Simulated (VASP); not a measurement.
A run of VASP 6.6.1:

INCAR

```
PREC = Accurate
ENCUT = 520
EDIFF = 1E-6
ISMEAR = -1
SIGMA = 0.025
LREAL = False
LASPH = True
NELM = 150
ALGO = Normal
ISIF = 2
LWAVE = False
LCHARG = False
LNONCOLLINEAR = True
MAGMOM = 0 0 0
LORBIT = 11
LSORBIT = True
GGA_COMPAT = False
LORBMOM = True
GGA = PS
IVDW = 13
NBANDS = 17
```

Contents of KPOINTS:

```
regular mesh
0
Gamma
  9 9 9
```

File POSCAR:

```
Te
1.0
    2.3362486691      1.3488337980      1.7132056465
   -2.3362486691      1.3488337980      1.7132056465
    0.0000000000     -2.6976675961      1.7132056465
Te
1
Direct
    0.5000000000      0.5000000000      0.5000000000
```

Potentials or basis: VASP PAW PBE potentials, release 64 (Te).

Run with:

```bash
$ cat potpaw_PBE.64/Te/POTCAR > POTCAR
$ mpirun -np 1 vasp_ncl > vasp.out
```

Hardware: 1 thread of Intel(R) Xeon(R) Platinum 8259CL CPU @ 2.50GHz (Skylake/Cascade Lake), with other jobs on the host.

**Question.** Estimate the wall time of this run.

**Answer.** It took 37 s on 1 thread of Intel(R) Xeon(R) Platinum 8259CL CPU @ 2.50GHz (Skylake/Cascade Lake), on a shared host, peak memory 0.23 GiB. Counts: scf iterations 10, k points 85.
